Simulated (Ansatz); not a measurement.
**CdSe in Ansatz: convergence with xc grid**

The system is CdSe.

```
Cd Se
1.0
     0.00000    3.07027    3.07027
     3.07027    0.00000    3.07027
     3.07027    3.07027    0.00000
Cd Se
1 1
Direct
  0.00989 0.98660 0.99949
  0.25237 0.23350 0.22650
```

The cell comes from a database or a generator and needn't be the stable form of this composition.

The cell isn't the ideal one: atoms moved at random, drawn with an rms of 0.1 Å.

```yaml
Program: Ansatz 0.2.0
Task: convergence study
Functional: LDA
Potentials_or_basis: all-electron LAPW, scalar-relativistic
Cutoff: 299 eV (chosen from the basis error)
Basis_error_allowed: 0.001 eV/atom
k_mesh: 5 × 5 × 5
Occupations: fermi-dirac, width 0.05 eV
Spin: no spin polarisation
```

These are the settings of the first run; the series varies xc grid, with any setting tied to it.

Hardware: 1 thread of Intel(R) Xeon(R) Processor @ 2.50GHz (Skylake/Cascade Lake), on a shared host.

```tsv
xc grid	energy less the tightest run, at zero smearing (meV/atom)	SCF cycles	CPU time (s)	peak memory (GiB)
1	0.00	7	74	0.43
2	0.00	7	75	0.43
3	0.00	7	77	0.43
4	0.00	7	75	0.43
```

Against the tightest run, the energy stays within 1 meV/atom from 1 on. The tightest run that finished is the yardstick and may itself not be fully converged.
